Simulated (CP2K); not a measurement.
**W in CP2K: convergence with rel cutoff ry**

The system is W.

```
W
1.0
     2.87085    0.00000    0.00000
     1.43543    2.48623    0.00000
     1.43543    0.82874    2.34404
W
1
Direct
  0.00000 0.00000 0.00000
```

This isn't the form of W at room conditions, which is bcc.

* Program: CP2K 2026.2
* Task: single point
* Functional: LDA
* Potentials or basis: GTH_POTENTIALS W GTH-PADE-q14; DZVP-MOLOPT-SR-GTH basis
* Density cutoff: 6123 eV
* k mesh: 9 × 9 × 9
* Occupations: fermi-dirac, width 0.1 eV
* Spin: no spin polarisation

These are the settings of the first run; the series varies rel cutoff ry, with any setting tied to it.

Hardware: 1 thread of Intel(R) Xeon(R) Platinum 8488C (Sapphire Rapids), with other jobs on the host.

```tsv
rel cutoff ry	energy less the tightest run, at zero smearing (meV/atom)	pressure (GPa)	SCF cycles	CPU time (s)	peak memory (GiB)
20	2.96	-42.88	10	27	0.27
30	0.05	-42.73	10	29	0.27
40	0.00	-42.72	10	32	0.27
50	0.00	-42.72	10	36	0.27
60	0.00	-42.72	10	44	0.27
80	0.00	-42.72	10	45	0.27
100	0.00	-42.72	10	50	0.27
```

Against the tightest run, the energy stays within 1 meV/atom from 30 on; the pressure stays within 0.1 GPa from 30 on. The tightest run that finished is the yardstick and may itself not be fully converged.

Caveat, for the tightest run too: a pressure of tens of GPa on the cell as given is suspect, and the run, the potentials or the cell itself is likely at fault; the basis of atomic orbitals isn't converged, which shifts pressures, moduli and gaps. Spin-orbit coupling is left out, which matters for the levels of W.
